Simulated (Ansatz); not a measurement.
Wanted: the native input for an Ansatz 0.2.0 run.

```yaml
Task: elastic constants
Functional: PBE
Potentials_or_basis: Ansatz PAW
Cutoff: "420 eV (not typed: the program's choice for these potentials)"
k_mesh: 7 × 7 × 7
Occupations: fermi-dirac, width 0.05 eV
Spin: no spin polarisation
Atoms_under_strain: relaxed
```

Crystal: Sn.

```
Sn
1.0
    -1.89465    1.89465    1.89465
     1.89465   -1.89465    1.89465
     1.89465    1.89465   -1.89465
Sn
1
Direct
  0.00000 0.00000 0.00000
```

This isn't the form of Sn at room conditions, which is tetragonal (white tin).

The input as run:

input.yaml

```yaml
crystal:
  lattice:
    - [-1.8946518192, 1.8946518192, 1.8946518192]
    - [1.8946518192, -1.8946518192, 1.8946518192]
    - [1.8946518192, 1.8946518192, -1.8946518192]
  atoms:
    - { symbol: Sn, position: [0.0, 0.0, 0.0] }
hamiltonian:
  xc: pbe
  pseudopotentials: { kind: paw }
kpoints:
  mp_grid: { grid: [7, 7, 7] }
scf:
  occupations: { method: fermi_dirac, width: 0.05 }
output:
  forces: true
  stress: true
elastic:
  mode: relaxed_ion
  stencil: two_point
```

Potentials or basis: Ansatz PAW.

Run with:

```console
$ ansatz run input.yaml --threads 2 --pin off --max-ram 5632MiB --backend cpu --events-out ev --progress --plain --runs-dir out
```

Results of the run:

| Quantity | Value |
| --- | --- |
| Pressure | 1.1 GPa |
| Band gap on the k mesh | none (metal or under the smearing width) |
| Elastic constants C11, C12, C44 | 95, 34, -5 GPa |
| Voigt bulk modulus | 55 GPa |

Caveat: the elastic tensor has a negative eigenvalue, so either the cell is unstable as it stands or the mesh is too thin.

It took 2.6 s on 2 threads of Arm Neoverse V2, with other jobs on the host, peak memory 0.29 GiB.
